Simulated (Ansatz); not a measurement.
# SiNi2: from the listed structure to its properties

This session takes SiNi2 and sets out to find the equilibrium cell and compute bands, density of states and charges.

Computed with Ansatz 0.2.0 (DFT r2SCAN, scalar-relativistic, plane waves, PAW, unless a step's input says otherwise).

### Step 1. Starting point

Symmetry: P6_3/mmc, No. 194, hexagonal system. The conventional cell has a = 3.836 Å, b = 3.836 Å, c = 4.948 Å, α = 90.00°, β = 90.00°, γ = 120.00°. Around Si (site symmetry -6m2) lie 11 Ni at 2.21 to 2.54 Å. Ni (site symmetry -3m) is surrounded by 8 Ni at 2.47 to 2.54 Å and 6 Si at 2.54 Å. Around Ni (site symmetry -6m2) lie 5 Si at 2.21 to 2.47 Å and 6 Ni at 2.54 Å.

Coordinates:

```
CELL_PARAMETERS angstrom
3.83600 0.00000 0.00000
-1.91800 3.32207 0.00000
0.00000 0.00000 4.94800
ATOMIC_POSITIONS crystal
Si 0.33333 0.66667 0.75000
Si 0.66667 0.33333 0.25000
Ni 0.00000 0.00000 0.00000
Ni 0.00000 0.00000 0.50000
Ni 0.33333 0.66667 0.25000
Ni 0.66667 0.33333 0.75000
```

Source of the structure: the Crystallography Open Database.

### Step 2. Quick check of gap, pressure and forces

File input.yaml:

```yaml
crystal:
  lattice:
    - [3.836, 0.0, 0.0]
    - [-1.918, 3.3220734489, 0.0]
    - [0.0, 0.0, 4.948]
  atoms:
    - { symbol: Si, position: [0.3333333333, 0.6666666667, 0.75] }
    - { symbol: Si, position: [0.6666666667, 0.3333333333, 0.25] }
    - { symbol: Ni, position: [0.0, 0.0, 0.0], spin: 2.0 }
    - { symbol: Ni, position: [0.0, 0.0, 0.5], spin: 2.0 }
    - { symbol: Ni, position: [0.3333333333, 0.6666666667, 0.25], spin: 2.0 }
    - { symbol: Ni, position: [0.6666666667, 0.3333333333, 0.75], spin: 2.0 }
basis:
  ecutwfc: 500
kpoints:
  mp_grid: { grid: [6, 6, 4] }
hamiltonian:
  xc: r2scan
scf:
  occupations: { method: gaussian, width: 0.1 }
  lower_state_search: "off"
output:
  forces: true
  stress: true
  eigenvalues: true
  populations: true
magnetization:
  spin_polarized: true
```

Run with:

```bash
> ansatz run input.yaml --threads 2 --pin off --max-ram 5120MiB --backend cpu --events-out ev --progress --plain --runs-dir out
```

Standard output, cut to the lines that bear on the results:

```text
[...]
this state was not tested for a lower state beside it, because the mixer in use, unlike msr1, does not test its closes by its own steps (another_mixer; see scf.mixing.algorithm and scf.lower_state_search)
SCF converged after 25 iterations
Magnetization: -0.0000 μB (40.0000 up, 40.0000 down)
Absolute magnetization: 0.0001 μB (∫|ρ↑−ρ↓|, with the PAW one-centre terms)
Spin contamination: 0.0000 ħ² per cell (⟨S²⟩ above its minimum at these occupations)
[...]
  atom   4  Ni    -0.00000000    -0.00000000     0.00000000
  atom   5  Ni     0.00000000     0.00000000     0.00000000
  atom   6  Ni     0.00000000     0.00000000     0.00000000
[...]
--- Stress (GPa, compression-positive) ---
        4.713658      -0.000000       0.000000
        0.000000       4.713658      -0.000000
        0.000000       0.000000       0.717053
  P = ⅓ Tr σ = 3.3815 GPa (33.815 kbar)
--- Band table (eV; the first three rows and the last of 42) ---
[...]
--- Löwdin populations: 6 sites ---
  site symbol       q [e]    m [muB]
     0     Si      4.4202     0.0000
     1     Si      4.4202     0.0000
     2     Ni     17.5516    -0.0000
     3     Ni     17.5516    -0.0000
     4     Ni     17.5904    -0.0000
     5     Ni     17.5904    -0.0000
  spilling = 0.010944 (of n_electrons = 80.000000)
```

Wall time 27 s (2 threads of Arm Neoverse V2, shared host); peak memory 0.6 GiB.

Site by site:

```
atom  Löwdin electrons
 Si1              4.42
 Si2              4.42
 Ni3             17.55
 Ni4             17.55
 Ni5             17.59
 Ni6             17.59
```

The Löwdin counts miss 0.88 of the 80 electrons, which the atomic orbitals do not span, so they are no charges.

Read-out: pressure 3.4 GPa, largest force 0.00 eV/Å, gap on this mesh none (metal). By this gap the next run takes a mesh of 12×12×8.

[end of part 1 of 3]
